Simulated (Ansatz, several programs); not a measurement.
CdSiP₂ (I-42d) from a database of computed structures, relaxed with r2SCAN in Ansatz (plane waves, PAW): the symmetry is I-42d (No. 122, tetragonal); conventional cell a = 5.694 Å, c = 10.484 Å, 21.24 Å³ an atom. Around Cd lie 4 P at 2.57 Å; around Si lie 4 P at 2.26 Å; around P lie 2 Si at 2.26 Å and 2 Cd at 2.57 Å. The cell was then scaled with its shape and fractional coordinates held, which makes it stiffer than a relaxed compression. (Simulation; spin polarisation is off.)

```
V (Å³/atom)  E (meV/atom)
     19.968         22.47
     21.242          0.00
     21.880          4.76
     22.517         18.05
```

Problem. Pass a cubic E = c₀ + c₁u + c₂u² + c₃u³, with u = V − 21.402 Å³, through these points.

Solution. c₀ = 0.30, c₁ = +3.833, c₂ = 11.982, c₃ = -1.0258 (meV and Å³).

Problem. Where is the minimum, and what bulk modulus follows?

Solution. dE/du = 0 at u = -0.157, so V₀ = 21.25 Å³. B = V₀ d²E/dV² = 21.25 × (2c₂ + 6c₃u) = 21.25 × 24.929 = 530 meV/Å³, and 1 meV/Å³ is 0.16022 GPa: 85 GPa. A third-order Birch-Murnaghan fit to all five points gives 21.24 Å³ and 84 GPa.

Problem. Predict the energy and the pressure at the withheld volume, 20.605 Å³.

Solution. With u = -0.797: E ≈ 5.38 meV and P = −dE/dV ≈ +2.76 GPa. The run gives 5.31 meV and, from its stress, +2.74 GPa.
